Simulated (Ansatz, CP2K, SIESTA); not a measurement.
# TiAl: programs and potentials compared

```
CELL_PARAMETERS angstrom
3.17906 0.00000 0.00000
0.00000 3.17906 0.00000
0.00000 0.00000 3.17906
ATOMIC_POSITIONS crystal
Ti 0.00000 0.00000 0.00000
Al 0.50000 0.50000 0.50000
```

The cell comes from a database or a generator and needn't be the stable form of this composition.

Alike in all runs: task band structure; functional LDA; k mesh 8 × 8 × 8; occupations fermi-dirac, width 0.05 eV; no spin polarisation; no spin-orbit coupling. LDA stands for any of its common fits. Pressure is positive in compression and, in plane waves, holds the error of the finite cutoff.

```csv
program and potentials,plane-wave cutoff (eV),notes,pressure (GPa)
"CP2K, GTH_POTENTIALS Ti GTH-PADE-q12, Al GTH-PADE-q3; TZVP-MOLOPT-PBE-GTH basis",-,atomic basis,-6.17
"SIESTA, files PseudoDojo sr-lda-0.4.1-standard, DZP (energy shift 0.003 Ry; two zetas on semicore shells)",-,atomic basis,-5.57
"Ansatz, all-electron LAPW, scalar-relativistic",-,-,-5.84
```

The pressure spans -6.17 (CP2K, GTH_POTENTIALS Ti GTH-PADE-q12, Al GTH-PADE-q3; TZVP-MOLOPT-PBE-GTH basis) to -5.57 GPa (SIESTA, files PseudoDojo sr-lda-0.4.1-standard, DZP (energy shift 0.003 Ry; two zetas on semicore shells)), with all-electron results at -5.84. Rows in atomic bases carry the error of their basis and grid, which can be large.

The functional is the same throughout but for its coding, so the spread measures potentials, basis and numerics; runs on potential files found faulty are left out.
